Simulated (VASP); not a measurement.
# P (Cmce) in VASP: a series of runs

One crystal, P, is run at these levels: PBE+D3(BJ); tasks: relaxation of cell and atoms.

Program: VASP 6.6.1. These are calculated values, not measurements. Logs are shortened: lines on timing, memory, paths and dates and some standing lists are left out, and cuts for length are marked.

### 1 The crystal as given

It takes space group Cmce (No. 64, orthorhombic). The conventional cell has a = 3.316 Å, b = 10.484 Å, c = 4.379 Å, α = 90.00°, β = 90.00°, γ = 90.00°. P (site symmetry m) is surrounded by 3 P at 2.22 to 2.24 Å.

### 2 Relaxation of cell and atoms, PBE+D3(BJ)

INCAR reads:

```
PREC = Accurate
ENCUT = 600
EDIFF = 1E-6
ISMEAR = 1
SIGMA = 0.1
LREAL = F
LASPH = T
NELM = 80
ALGO = Normal
ISIF = 3
LWAVE = F
LCHARG = F
GGA = PE
IVDW = 12
IBRION = 2
NSW = 90
EDIFFG = -0.01
KPAR = 2
```

KPOINTS reads:

```
regular mesh
0
Gamma
  12 12 8
```

POSCAR reads:

```
P
1.0
    1.6582000000     -5.2420000000      0.0000000000
    1.6582000000      5.2420000000      0.0000000000
    0.0000000000      0.0000000000      4.3793000000
P
4
Direct
    0.8983800000      0.1016200000      0.0806800000
    0.6016200000      0.3983800000      0.5806800000
    0.1016200000      0.8983800000      0.9193200000
    0.3983800000      0.6016200000      0.4193200000
```

Potentials or basis: VASP PAW PBE potentials, release 64 (P).

Command:

```sh
$ cat potpaw_PBE.64/P/POTCAR > POTCAR
$ mpirun -np 2 vasp_std > vasp.out
```

OUTCAR:

```text
PREC = Accurate
   ENCUT = 600
   EDIFF = 1E-6
   ISMEAR = 1
   LREAL = F
   LASPH = T
   NELM = 80
   ISIF = 3
   GGA = PE
   IVDW = 12
   IBRION = 2
   NSW = 90
   EDIFFG = -0.01
 IVDW          = 12

 ion  position               nearest neighbor table
   1  0.898  0.102  0.081-   4 2.22   4 2.22   3 2.24
   2  0.602  0.398  0.581-   3 2.22   3 2.22   4 2.24
   3  0.102  0.898  0.919-   2 2.22   2 2.22   1 2.24
   4  0.398  0.602  0.419-   1 2.22   1 2.22   2 2.24

  LATTYP: Found a base centered orthorhombic cell.
 ALAT       =     3.3164000000
 B/A-ratio  =     3.1612591967
 C/A-ratio  =     1.3204981305

  Lattice vectors:

 A1 = (   1.6582000000,  -5.2420000000,   0.0000000000)
 A2 = (   1.6582000000,   5.2420000000,   0.0000000000)
 A3 = (   0.0000000000,   0.0000000000,   4.3793000000)

Analysis of symmetry for initial positions (statically):
=====================================================================
 Subroutine PRICEL returns:
 Original cell was already a primitive cell.

 Routine SETGRP: Setting up the symmetry group for a
 base centered orthorhombic supercell.

 Subroutine GETGRP returns: Found  8 space group operations
 (whereof  4 operations were pure point group operations)
 out of a pool of  8 trial point group operations.

The static configuration has the point symmetry C_2h.
 The point group associated with its full space group is D_2h.

Analysis of symmetry for dynamics (positions and initial velocities):
=====================================================================
 Subroutine PRICEL returns:
 Original cell was already a primitive cell.

 Routine SETGRP: Setting up the symmetry group for a
 base centered orthorhombic supercell.

 Subroutine GETGRP returns: Found  8 space group operations
 (whereof  4 operations were pure point group operations)
 out of a pool of  8 trial point group operations.

The dynamic configuration has the point symmetry C_2h.
 The point group associated with its full space group is D_2h.

 Subroutine INISYM returns: Found  8 space group operations
 (whereof  4 operations are pure point group operations),
 and found     1 'primitive' translations

----------------------------------------------------------------------------------------

                                     Primitive cell

  volume of cell :      76.1322

  direct lattice vectors                    reciprocal lattice vectors
     1.658200000 -5.242000000  0.000000000     0.301531781 -0.095383441  0.000000000
     1.658200000  5.242000000  0.000000000     0.301531781  0.095383441  0.000000000
     0.000000000  0.000000000  4.379300000     0.000000000  0.000000000  0.228346996

  length of vectors
     5.498017028  5.498017028  4.379300000     0.316258464  0.316258464  0.228346996

  position of ions in fractional coordinates (direct lattice)
     0.898380000  0.101620000  0.080680000
     0.601620000  0.398380000  0.580680000
     0.101620000  0.898380000  0.919320000
     0.398380000  0.601620000  0.419320000
[... 108 lines left out ...]
   LEPSILON=     F    determine dielectric tensor
   LRPA    =     F    only Hartree local field effects (RPA)
 conjugate gradient relaxation of ions
 non-spin polarized calculation
 Methfessel and Paxton  Order N= 1 SIGMA  =   0.10
  energy-cutoff  :      600.00
  volume of cell :       76.13
 maximum number of plane-waves:      2578
 NGX is ok and might be reduce to    48
   NGX = 21   NGY = 21   NGZ = 17

--------------------------------------- Ionic step        1  -------------------------------------------

 number of electron      20.0000000 magnetization

 Free energy of the ion-electron system (eV)
  ---------------------------------------------------
  ext. energy  EPLUGINS =         0.00000000
  ---------------------------------------------------
  free energy    TOTEN  =       -21.46826335 eV

  energy without entropy =      -21.46802748  energy(sigma->0) =      -21.46818473

------------------------ aborting loop because EDIFF is reached ----------------------------------------

 Edisp (eV)   -1.46854

 E8    (eV) :    -0.5562
[... 111 lines left out ...]
  FREE ENERGIE OF THE ION-ELECTRON SYSTEM (eV)
  ---------------------------------------------------
  free  energy   TOTEN  =       -22.9455627847 eV

  energy  without entropy=      -22.9455224217  energy(sigma->0) =      -22.94554933

 E-fermi :   6.9570     XC(G=0):  -9.9958

 val. band max:        6.9476030449   @ k =   0.5000   0.1667   0.0000
 cond. band min:       6.9925308647   @ k =  -0.4167   0.0833   0.0000
 fundamental gap:      0.0449278198
 Fermi energy:         6.9570023770

 k-point     1 :       0.0000    0.0000    0.0000
  band No.  band energies     occupation
      1      -9.0706      2.00000
      2      -5.9769      2.00000
      3      -2.5644      2.00000
      4      -0.2098      2.00000
      5       1.8456      2.00000
      6       2.3433      2.00000
      7       2.9582      2.00000
      8       3.9631      2.00000
      9       4.4270      2.00000
     10       5.5179      2.00000
     11       7.6366     -0.00000
     12       8.1663     -0.00000
     13       8.9544     -0.00000
     14      10.1422      0.00000
[... 379 lines left out ...]
      3      -3.3184      2.00000
      4       0.2620      2.00000
      5       0.9349      2.00000
      6       1.1704      2.00000
      7       2.3149      2.00000
      8       3.2816      2.00000
      9       4.6264      2.00000
     10       5.8935      2.00000
     11       7.3190     -0.00000
     12       8.5610     -0.00000
     13       9.7444      0.00000
     14      10.1724      0.00000

 [... further k-points ...]

[... ionic steps 4 to 8 ...]

--------------------------------------- Ionic step        9  -------------------------------------------

 number of electron      20.0000000 magnetization

------------------------ aborting loop because EDIFF is reached ----------------------------------------
[... 79 lines left out ...]
--------------------------------------- Ionic step       11  -------------------------------------------

 number of electron      20.0000000 magnetization

 Free energy of the ion-electron system (eV)
  ---------------------------------------------------
  ext. energy  EPLUGINS =         0.00000000
  ---------------------------------------------------
  free energy    TOTEN  =       -21.38107834 eV

  energy without entropy =      -21.38095572  energy(sigma->0) =      -21.38103747

 E-fermi :   7.4214     XC(G=0): -10.2493

 val. band max:        7.4155871483   @ k =  -0.3333   0.3333   0.0000
 cond. band min:       7.4423587507   @ k =  -0.4167   0.4167   0.0000
 fundamental gap:      0.0267716024
 Fermi energy:         7.4213747122

 k-point     1 :       0.0000    0.0000    0.0000
  band No.  band energies     occupation
      1      -8.6366      2.00000
      2      -5.3068      2.00000
      3      -1.8042      2.00000
      4       0.0898      2.00000
      5       2.2850      2.00000
      6       3.1068      2.00000
      7       3.3094      2.00000
      8       4.5071      2.00000
      9       4.7285      2.00000
     10       5.9945      2.00000
     11       8.3697     -0.00000
     12       8.6243     -0.00000
     13       9.2881     -0.00000
     14      10.8139      0.00000
[... 426 lines left out ...]
  FREE ENERGIE OF THE ION-ELECTRON SYSTEM (eV)
  ---------------------------------------------------
  free  energy   TOTEN  =       -22.9696537113 eV

  energy  without entropy=      -22.9695310946  energy(sigma->0) =      -22.96961284

 reached required accuracy - stopping structural energy minimisation
```

CONTCAR:

```text
P
   1.00000000000000
     1.6575125881518851   -5.0966543115928298    0.0000000000000000
     1.6575125881518851    5.0966543115928298   -0.0000000000000000
     0.0000000000000000    0.0000000000000000    4.1832637881122450
  P
     4
Direct
     0.8939185795774280    0.1060814204225718    0.0730563646052465
     0.6060814204225720    0.3939185795774283    0.5730563646052466
     0.1060814204225718    0.8939185795774280    0.9269436353947534
     0.3939185795774283    0.6060814204225720    0.4269436353947536

  0.00000000E+00  0.00000000E+00  0.00000000E+00
  0.00000000E+00  0.00000000E+00  0.00000000E+00
  0.00000000E+00  0.00000000E+00  0.00000000E+00
  0.00000000E+00  0.00000000E+00  0.00000000E+00
```

Wall time 15 min (2 MPI ranks of Intel Xeon Platinum 8559C (Emerald Rapids), shared host); peak memory 0.41 GiB.

What came out:

```yaml
Free_energy: -22.9697 eV
Relaxed_volume: 17.67 Å³/atom
Relaxed_cell: a = 5.359 Å, b = 5.359 Å, c = 4.183 Å, α = 90.00°, β = 90.00°, γ = 143.97°
Space_group_after_relaxing_to_0.05_Å: Cmce (No. 64)
Energy_gained_by_relaxing: 8.2 meV/atom
Ionic_steps: 11
Pressure_after_relaxing: 0.0 GPa
Largest_force_after_relaxing: 0.009 eV/Å
Band_gap_on_the_k_mesh: none (metal or under the smearing width)
Dispersion_energy_per_atom: -0.397 eV
```

Forces in eV/Å, atoms in the order of the input:
```
P    0.000 -0.008 -0.005
P    0.000  0.008 -0.005
P    0.000  0.008  0.005
P    0.000 -0.008  0.005
```

Step by step:
```tsv
step	energy change (eV)	largest force (eV/Å)	pressure (GPa)	volume (Å³)
1	0.0000	0.0748	-1.43	76.13
2	-0.0086	0.2290	0.40	74.27
3	-0.0088	0.2063	0.14	74.51
4	-0.0158	0.1105	0.02	73.86
5	-0.0198	0.1020	-0.17	72.78
6	-0.0249	0.0839	-0.14	72.21
7	-0.0320	0.0436	0.02	70.69
8	-0.0323	0.0416	0.06	70.33
9	-0.0328	0.0100	0.07	70.51
10	-0.0328	0.0098	0.07	70.58
11	-0.0329	0.0094	-0.04	70.68
```

Final structure:
```
P
1.0
     1.65751   -5.09665    0.00000
     1.65751    5.09665    0.00000
     0.00000    0.00000    4.18326
P
4
Direct
  0.89392 0.10608 0.07306
  0.60608 0.39392 0.57306
  0.10608 0.89392 0.92694
  0.39392 0.60608 0.42694
```

Caveat: pairwise dispersion overbinds metals, which lowers pressure and volume.

(Continued in part 2 of 2.)
